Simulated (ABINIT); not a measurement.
A run of ABINIT 10.8.3 (patched build):

run.abi

```
# Datasets
ndtset 3

# Pseudopotentials
pp_dirpath "./"
pseudos "Sn.upf"

# Structure
acell 8.64103205 8.64103205 8.64103205
rprim
     0.0000000000     0.7071067812     0.7071067812
     0.7071067812     0.0000000000     0.7071067812
     0.7071067812     0.7071067812     0.0000000000
ntypat 1
znucl 50
natom 2
typat 1 1
xred
            3/4            3/4            3/4
            1/2            1/2            1/2

# Plane-wave basis
ecut 32.0

# k points
ngkpt 8 8 8
nshiftk 4
shiftk
     0.5000000000     0.5000000000     0.5000000000
     0.5000000000     0.0000000000     0.0000000000
     0.0000000000     0.5000000000     0.0000000000
     0.0000000000     0.0000000000     0.5000000000
istwfk *1

# Exchange and correlation
ixc 7

# Bands and occupations
occopt 6
tsmear 0.1 eV

# SCF cycle
nstep 80

# Output
iomode 3
prteig 0
prtebands 0

# Dataset 1: ground state
nband1 18
tolvrs1 1.0e-12
prtden1 1
prtwf1 0
kptopt1 1

# Dataset 2: empty bands at fixed density
iscf2 -3
getden2 1
nband2 24
nbdbuf2 4
tolwfr2 1.0e-12
nstep2 120
prtden2 0
kptopt2 1

# Dataset 3: wave functions and velocity matrix elements in the full zone
optdriver3 8
wfk_task3 "wfk_optics_fullbz"
getwfk3 2
nband3 20
kptopt3 1
prtevk3 1
inclvkb3 2
```

optic.abi

```
&FILES
 ddkfile_1 = 'runo_DS3_1_EVK.nc',
 ddkfile_2 = 'runo_DS3_2_EVK.nc',
 ddkfile_3 = 'runo_DS3_3_EVK.nc',
 wfkfile = 'runo_DS3_WFK.nc'
/
&PARAMETERS
 broadening = 0.005512,
 domega = 0.002,
 maxomega = 0.8,
 scissor = 0.000000,
 tolerance = 0.002
/
&COMPUTATIONS
 num_lin_comp = 1,
 lin_comp = 11,
 num_nonlin_comp = 0
/
```

Potentials or basis: PseudoDojo NC SR LDA v0.4.1 standard.

The run is started by

```console
$ abinit run.abi > log 2>&1
$ optic optic.abi > optic.log 2>&1
```

Hardware: 1 thread of Arm Neoverse V2, on a shared host.

Q: How long does it take, and how much memory?

A: It took 5.4 min on 1 thread of Arm Neoverse V2, on a shared host, peak memory 3.2 GiB. Counts: scf iterations 10, mpi ranks 1, k points 60, bands 18, plane waves 3967.
